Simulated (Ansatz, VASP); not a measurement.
## Ni (Ni wire along [100], 5 atoms a period) in two plane-wave programs

Aim: how closely do two programs agree when they are given the same cell, functional and k mesh? The structure shown is the start of the Ansatz relaxation below; VASP solves that cell, so the two are compared at the walk's first step.

Program: Ansatz 0.2.0. Level of theory: plane waves, with VASP 6.6.1 beside it; single point at PBE. Results are calculated unless marked as measured.

**1. The starting structure**

The cell holds 5 atoms: 5 Ni. Its edges and angles: a = 10.320 Å, b = 10.320 Å, c = 3.520 Å, α = 90.0°, β = 90.0°, γ = 90.0°. Vacuum lies along a and b. The structure's axis is c.

**2. Ansatz: relaxation, PBE**

Ansatz runs on its default PAW (the set named soft_2) files.

The two programs are compared at the cell with which this relaxation starts, whose forces are those of its first step.

input.yaml reads:

```yaml
crystal:
  lattice:
    - [10.32, 0.0, 0.0]
    - [0.0, 10.32, 0.0]
    - [0.0, 0.0, 3.52]
  atoms:
    - { symbol: Ni, position: [0.5, 0.5, 0.0], spin: 0.8 }
    - { symbol: Ni, position: [0.329457364, 0.5, 0.5], spin: 0.8 }
    - { symbol: Ni, position: [0.5, 0.329457364, 0.5], spin: 0.8 }
    - { symbol: Ni, position: [0.5, 0.670542636, 0.5], spin: 0.8 }
    - { symbol: Ni, position: [0.670542636, 0.5, 0.5], spin: 0.8 }
magnetization:
  spin_polarized: true
kpoints:
  mp_grid: { grid: [1, 1, 23] }
scf:
  occupations: { method: fermi_dirac, width: 0.05 }
hamiltonian:
  xc: pbe
relax:
  cell: { fix: [a, b, alpha, beta, gamma] }
  max_steps: 60
```

On the command line:

```
$ ansatz run input.yaml --threads 8 --pin off --max-ram 16384MiB --backend cpu --events-out ev --progress --plain --runs-dir out
```

Numbers of over 12 decimals in the logs are rounded to 6 here.

The log of the run:

```text
Engine: ansatz 0.2.0, x86_64-unknown-linux-gnu
Pseudopotentials: kind: paw
Pseudopotential: Ni, paw, valence charge 18, recommended cutoff 420 eV (normal), Ni.paw.azcp
Functional definition: PBE
  parameter kappa = 0.804
  parameter beta = 0.066725
  exchange = pbe_x(kappa = kappa, mu = beta*pi^2/3)
  correlation = pbe_c(beta = beta)
Crystal: 5 atoms, lattice volume = 374.888 Å³
Basis set: ecut = 420 eV, 7255 PW (Γ), exchange–correlation on 144×144×48 points (8 copies of the dense FFT grid, shifted against one another)
Bands: 57, of which v1, the nominal top of the filled ones, is band 45 counted from 1 (44 counted from 0)
Symmetry: 16 space group operations
Space group: P4/mmm (ITA 123), of the structure as read, at distance tolerance 7.2e-5 Å
Magnetic group: BNS 123.339 (UNI 999), of the structure as read, at distance tolerance 7.2e-5 Å
k-points: 12 of 23
Non-local potential: Ni, projectors of the file, l = 0: 3, l = 1: 2, l = 2: 3, l = 3: 1
PAW form: soft (Blöchl's): semilocal exchange-correlation on the pseudo side does not see the compensation charge
PAW one-centre angular grid: Ni, 590 points (default); XC on 64 Gauss nodes
Initial density: superposition of atomic densities (neutral atoms: chi_scale 0, normalization atom)
Starting moments: Σ|m| = 4 μB on 5 of 5 sites
Initial wavefunctions: pseudopotential atomic-orbital guess
Functional: x = pbe(κ = 0.804, μ = 0.219515), c = pbe(β = 0.066725)
SCF iter   1: F=—  HF=-29184.179029 eV  |F-HF|=—  |Δ(HF+E_count)|=         —  Δρ=3.45e-2 (↑3.45e-2 ↓2.32e-2)  dr2=1.47e1  dr2_m=7.00e-1  M=4.661 μB ∫|m|=4.780 μB  β_m=0.30  ethr=3.10e-3  ⟨swp⟩=8.6  Hψ=6149  notcnv=0  defer=14
Mixer restart at iter 1: flushing history
preconditioner: auto → LDOS  [metal: Δε(μ)=0.013 eV  Ē_g=4.727 eV  σ=0.050 eV  W_gap=0.07  n_scr=54 (ndim 8)  ℏωp=13.6 eV  f_vac=0.667  D(μ)=13.45/eV (n_scr^D=106)]
spin=Collinear: LDOS preconditioning applied to the charge; magnetization (m = ρ↑ − ρ↓) channel mixes plain (no charge-response kernel on spin).
SCF iter   2: F=—  HF=-29185.368159 eV  |F-HF|=—  |Δ(HF+E_count)|=    1.19e0  Δρ=2.20e-2 (↑2.20e-2 ↓1.39e-2)  dr2=4.28e0  dr2_m=4.92e-1  M=4.880 μB ∫|m|=5.045 μB  β_m=0.48  ethr=3.10e-3  ⟨swp⟩=3.0  Hψ=2419  notcnv=0  defer=89
SCF iter   3: F=—  HF=-29189.049917 eV  |F-HF|=—  |Δ(HF+E_count)|=    3.68e0  Δρ=6.04e-3 (↑4.70e-3 ↓6.04e-3)  dr2=1.10e-1  dr2_m=6.89e-2  M=4.994 μB ∫|m|=5.290 μB  β_m=0.63  ethr=3.10e-3  ⟨swp⟩=3.2  Hψ=2315  notcnv=0  defer=91
SCF iter   4: F=—  HF=-29189.676903 eV  |F-HF|=—  |Δ(HF+E_count)|=         —  Δρ=4.03e-3 (↑2.60e-3 ↓4.03e-3)  dr2=1.25e-1  dr2_m=4.36e-3  M=4.861 μB ∫|m|=5.221 μB  β_m=0.63  ethr=1.22e-4  ⟨swp⟩=3.1  Hψ=2490  notcnv=0  defer=66
SCF iter   5: F=—  HF=-29189.809734 eV  |F-HF|=—  |Δ(HF+E_count)|=   1.33e-1  Δρ=1.88e-3 (↑1.88e-3 ↓1.10e-3)  dr2=1.02e-2  dr2_m=5.81e-3  M=4.828 μB ∫|m|=5.224 μB  β_m=0.67  ethr=1.22e-4  ⟨swp⟩=2.8  Hψ=2437  notcnv=0  defer=66
SCF iter   6: F=—  HF=-29189.809433 eV  |F-HF|=—  |Δ(HF+E_count)|=   3.02e-4  Δρ=1.91e-3 (↑7.89e-4 ↓1.91e-3)  dr2=1.14e-2  dr2_m=3.12e-3  M=4.800 μB ∫|m|=5.197 μB  β_m=0.73  ethr=1.13e-5  ⟨swp⟩=2.0  Hψ=2758  notcnv=0  defer=66
SCF iter   7: F=—  HF=-29189.811303 eV  |F-HF|=—  |Δ(HF+E_count)|=   1.87e-3  Δρ=2.86e-4 (↑1.94e-4 ↓2.86e-4)  dr2=5.40e-4  dr2_m=7.97e-5  M=4.802 μB ∫|m|=5.203 μB  β_m=0.68  ethr=1.13e-5  ⟨swp⟩=2.0  Hψ=2251  notcnv=0  defer=66
SCF iter   8: F=—  HF=-29189.811452 eV  |F-HF|=—  |Δ(HF+E_count)|=   1.50e-4  Δρ=1.99e-4 (↑8.04e-5 ↓1.99e-4)  dr2=1.54e-4  dr2_m=4.40e-5  M=4.800 μB ∫|m|=5.202 μB  β_m=0.76  ethr=5.99e-7  ⟨swp⟩=1.8  Hψ=1717  notcnv=0  defer=66
SCF iter   9: F=—  HF=-29189.811465 eV  |F-HF|=—  |Δ(HF+E_count)|=   1.29e-5  Δρ=9.63e-5 (↑3.79e-5 ↓9.63e-5)  dr2=1.92e-5  dr2_m=1.34e-5  M=4.799 μB ∫|m|=5.201 μB  β_m=0.88  ethr=1.71e-7  ⟨swp⟩=2.0  Hψ=1949  notcnv=0  defer=66
[...]
SCF 1 converged in 13 iterations: F = -29189.811473 eV  dr2 = 9.94e-9
[...]
SCF 10 converged in 9 iterations: F = -29191.400606 eV  dr2 = 1.61e-7
relax step  10: F+E_penalty+E_count = -29191.40060556 eV  Δ(F+E_penalty+E_count) = -2.126e-3 eV  max|allowed force component| = 2.775e-3 eV/Å  Δτ_max = 0.0075 Å  P = -0.008 GPa  Ω = 254.961 Å³  energy of the carried Pulay correction = +9.354e-3 eV  fix = [a, b, alpha, beta, gamma]  reactions: a -0.001, b -0.001 GPa  (9 SCF iters, dr2 threshold 4.69e-7 eV, accepted)
Basis set: ecut = 420 eV, 4933 PW (Γ), exchange–correlation on 144×144×36 points (8 copies of the dense FFT grid, shifted against one another)
Initial wavefunctions: pseudopotential atomic-orbital guess (no wavefunctions were taken with the density)
[...]
preconditioner: auto → LDOS  [metal: Δε(μ)=0.015 eV  Ē_g=5.533 eV  σ=0.050 eV  W_gap=0.08  n_scr=20 (ndim 8)  ℏωp=16.4 eV  f_vac=0.655  D(μ)=12.78/eV (n_scr^D=110)]
spin=Collinear: LDOS preconditioning applied to the charge; magnetization (m = ρ↑ − ρ↓) channel mixes plain (no charge-response kernel on spin).
[...]
SCF iter   5: F=—  HF=-29191.392007 eV  |F-HF|=—  |Δ(HF+E_count)|=   1.49e-5  Δρ=2.68e-5 (↑2.22e-5 ↓2.68e-5)  dr2=1.23e-5  dr2_m=8.75e-7  M=4.166 μB ∫|m|=4.510 μB  β_m=0.56  ethr=2.65e-8  ⟨swp⟩=2.0  Hψ=2136  notcnv=0
SCF iter   6: F=—  HF=-29191.392006 eV  |F-HF|=—  |Δ(HF+E_count)|=   1.19e-6  Δρ=1.30e-5 (↑1.18e-5 ↓1.30e-5)  dr2=4.44e-7  dr2_m=2.05e-7  M=4.165 μB ∫|m|=4.509 μB  β_m=0.61  ethr=1.37e-8  ⟨swp⟩=2.0  Hψ=1816  notcnv=0
SCF iter   7: F=—  HF=-29191.392006 eV  |F-HF|=—  |Δ(HF+E_count)|=   2.37e-8  Δρ=6.22e-6 (↑6.22e-6 ↓5.33e-6)  dr2=1.93e-7  dr2_m=1.32e-8  M=4.165 μB ∫|m|=4.509 μB  β_m=0.57  ethr=4.93e-10  ⟨swp⟩=2.0  Hψ=2078  notcnv=0
SCF iter   8: F=—  HF=-29191.392006 eV  |F-HF|=—  |Δ(HF+E_count)|=   1.13e-7  Δρ=2.64e-6 (↑2.64e-6 ↓2.59e-6)  dr2=4.27e-8  dr2_m=6.30e-9  M=4.165 μB ∫|m|=4.509 μB  β_m=0.54  ethr=2.14e-10  ⟨swp⟩=2.0  Hψ=1910  notcnv=0
SCF iter   9: F=—  HF=-29191.392006 eV  |F-HF|=—  |Δ(HF+E_count)|=   6.00e-8  Δρ=1.40e-6 (↑3.67e-7 ↓1.40e-6)  dr2=2.36e-9  dr2_m=1.53e-9  M=4.165 μB ∫|m|=4.509 μB  β_m=0.66  ethr=4.74e-11  ⟨swp⟩=1.9  Hψ=1774  notcnv=0
SCF iter  10: F=—  HF=-29191.392006 eV  |F-HF|=—  |Δ(HF+E_count)|=   2.33e-7  Δρ=5.19e-7 (↑3.57e-7 ↓5.19e-7)  dr2=1.18e-9  dr2_m=2.33e-10  M=4.165 μB ∫|m|=4.509 μB  β_m=0.72  ethr=2.62e-12  ⟨swp⟩=3.4  Hψ=2707  notcnv=0
SCF iter  11: F=—  HF=-29191.392006 eV  |F-HF|=—  |Δ(HF+E_count)|=   1.62e-9  Δρ=1.76e-7 (↑7.46e-8 ↓1.76e-7)  dr2=5.79e-11  dr2_m=2.76e-11  M=4.165 μB ∫|m|=4.509 μB  β_m=0.79  ethr=1.32e-12  ⟨swp⟩=2.4  Hψ=1990  notcnv=0
SCF iter  12: F=—  HF=-29191.392006 eV  |F-HF|=—  |Δ(HF+E_count)|=  6.18e-11  Δρ=1.09e-7 (↑1.09e-7 ↓7.28e-8)  dr2=2.67e-11  dr2_m=1.15e-11  M=4.165 μB ∫|m|=4.509 μB  β_m=0.87  ethr=1.00e-12  ⟨swp⟩=1.4  Hψ=1407  notcnv=0
SCF iter  13: F=—  HF=-29191.392006 eV  |F-HF|=—  |Δ(HF+E_count)|=  2.55e-11  Δρ=5.88e-8 (↑5.46e-8 ↓5.88e-8)  dr2=7.21e-12  dr2_m=4.25e-12  M=4.165 μB ∫|m|=4.509 μB  β_m=0.93  ethr=1.00e-12  ⟨swp⟩=1.1  Hψ=1370  notcnv=0
SCF iter  14: F=-29191.392006 eV  HF=-29191.392006 eV  |F-HF|=7.28e-12  |Δ(HF+E_count)|=  1.46e-11  Δρ=3.58e-8 (↑3.58e-8 ↓1.81e-8)  dr2=2.36e-12  dr2_m=9.46e-13  M=4.165 μB ∫|m|=4.509 μB  ethr=1.00e-12  ⟨swp⟩=3.0  Hψ=4651  notcnv=0
SCF 11 converged in 14 iterations: F = -29191.392006 eV  dr2 = 2.36e-12
relax step  11: F+E_penalty+E_count = -29191.39200617 eV  Δ(F+E_penalty+E_count) = +8.599e-3 eV  max|allowed force component| = 1.759e-3 eV/Å  Δτ_max = 0.0000 Å  P = -0.007 GPa  Ω = 254.961 Å³  fix = [a, b, alpha, beta, gamma]  reactions: a +0.001, b +0.001 GPa  stress off target by 2.31e-2 GPa on what of the cell is left free  SCF on the basis re-selected at this cell (its energy is not comparable with the rows above)  (14 SCF iters)
basis re-selected at this cell: Δ(F+E_penalty+E_count) = +8.599e-3 eV, ΔP = +0.000 GPa vs the last step (what re-selecting the basis moved, of the pressure what is left beyond the Pulay correction that the steps carried, after the strain that the cell walked since its last selection, with what the two solves' SCF thresholds leave and, on support functions, any second-order correction that the steps lacked; it is no measure of the basis error at this ecutwfc). The dense FFT grid was sized anew with the basis: this SCF ran on 72×72×18 points, the steps before it on 72×72×24, so part of this shift can come from that change (see relax.cell in the input reference). [rest of the remark cut]
SCF converged after 14 iterations
Magnetization: 4.1652 μB (47.0826 up, 42.9174 down)
Absolute magnetization: 4.5110 μB (∫|ρ↑−ρ↓|, with the PAW one-centre terms)
Spin contamination: 0.0540 ħ² per cell (⟨S²⟩ above its minimum at these occupations)
Per-site moments (μB) at R_I (Å): [(0.687878, 0.956537), (0.867357, 0.956537), (0.867357, 0.956537), (0.867357, 0.956537), (0.867357, 0.956537)]
Free energy (F): -29191.392006 eV
Harris-Foulkes:  -29191.392006 eV  (|F-HF|=7.28e-12)
Internal energy: -29191.288903 eV  (E = F + TS)
E sigma→0 (E₀):  -29191.340455 eV
Entropy (-TS):   -0.103103 eV (-20.621 meV/atom)
Fermi energy:    0.546534 eV
--- Per-component energies (eV) ---
  E_band       = -2971.980300
  E_kinetic    = 1409.344156
  E_local      = -60501.085348  (includes V_loc(G=0)·N_el)
  E_nonlocal   = 3207.500635
  E_hartree    = 28056.675772
  E_xc         = -413.083729
  E_vxc        = -531.560627  (∫ρ·V_xc dr)
  E_paw        = -8172.442373  (= ΣΔE_a)
  E_vpaw       = -2669.533241  (= ΣTr[D̂ρ^β])
  E_aug_tail   = 0.002518  (compensation charges beyond the density's cutoff)
  E_ewald      = 7221.799467
  E_smearing   = -0.103103  (= −TS)
  E_closure    = 0.000000  (closes the sum)
  Σ components = -29191.392006   (vs F -29191.392006, Δ=0.00e0)
--- Forces (eV/Å), atoms counted from 1 ---
  atom   1  Ni     0.00000000     0.00000000     0.00000000
  atom   2  Ni     0.00175886     0.00000000     0.00000000
  atom   3  Ni     0.00000000     0.00175886     0.00000000
  atom   4  Ni     0.00000000    -0.00175886     0.00000000
  atom   5  Ni    -0.00175886    -0.00000000     0.00000000
  max |Σ_I F_I| component: 2.17e-19 eV/Å
--- Stress (GPa, compression-positive) ---
        0.001014       0.000000       0.000000
        0.000000       0.001014       0.000000
        0.000000       0.000000      -0.023125
  P = ⅓ Tr σ = -0.0070 GPa (-0.070 kbar)
--- Relaxed structure (10 steps of the walk, 10 accepted, 1 SCFs on fresh bases) ---
  F+E_penalty+E_count = -29191.39200617 eV   max|allowed force component| = 1.759e-3 eV/Å   (the final SCF, on the basis selected at the relaxed cell)
  cell:  # Å, volume = 254.9607 Å³
    - [10.32, 0.0, 0.0]
    - [0.0, 10.32, 0.0]
    - [0.0, 0.0, 2.393943]
  atoms:
    - { symbol: Ni, position: [0.5, 0.5, 0.0] }
    - { symbol: Ni, position: [0.307552, 0.5, 0.5] }
    - { symbol: Ni, position: [0.5, 0.307552, 0.5] }
    - { symbol: Ni, position: [0.5, 0.692448, 0.5] }
    - { symbol: Ni, position: [0.692448, 0.5, 0.5] }
```

In the SCF lines HF is the Harris–Foulkes energy and dr2 the Hartree energy of the density residual, in eV; the loop may stop once dr2 is under the threshold and the program's other checks hold. Hψ counts applications of the Hamiltonian.

[end of part 1 of 2]

[Lines on the potential files, build, host, timing and source positions are cut from VASP's logs without a mark.]

[Logs are printed without paths, hosts, clocks, repeated set-up lines and the standing remarks that a program may print on its own settings, such as how far it seeks lower states.]

[Hosts, paths, dates, database ids (printed as entryN), source tags and the programs' standing remarks are cut or masked in the printed files.]
